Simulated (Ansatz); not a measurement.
## ZrS$_{2}$: relaxed-ion elastic tensor

These are results of Ansatz, DFT PBE, scalar-relativistic, plane waves, PAW, not measurements. Plane waves to 420 eV; Γ-centred k mesh 12×12×4; fixed occupations. No spin polarisation.

Relaxed structure:
```yaml
crystal:
  lattice:
    - [3.68522, 0.00000, 0.00000]
    - [-1.84261, 3.19149, 0.00000]
    - [0.00000, 0.00000, 6.75732]
  atoms:
    - { symbol: Zr, position: [0.00000, 0.00000, 0.00000] }
    - { symbol: S, position: [0.33333, 0.66667, 0.21434] }
    - { symbol: S, position: [0.66667, 0.33333, 0.78566] }
```

It was relaxed at this level from a cell as deposited in COD. No dispersion correction is applied, so modes and constants that involve weak contacts between layers, chains or molecules come out too soft.

(1) Give the relaxed-ion elastic constants (GPa, Voigt order xx yy zz yz xz xy, on the Cartesian axes of the cell above).

(2) Is the crystal stable against homogeneous strain?

(3) And the moduli of a polycrystal (Hill averages)?

Results:

(1)
```
110.9  21.4   0.3  -0.1   0.0   0.0
 21.4 110.9   0.3   0.1   0.0   0.0
  0.3   0.3   2.2   0.0   0.0   0.0
 -0.1   0.1   0.0   0.5   0.0   0.0
  0.0   0.0   0.0   0.0   0.5  -0.1
  0.0   0.0   0.0   0.0  -0.1  44.7
```

(2) Yes: the least eigenvalue of the tensor is 0.5 GPa.

(3) B = 16 GPa, G = 12 GPa, E = 28 GPa, ν = 0.20.
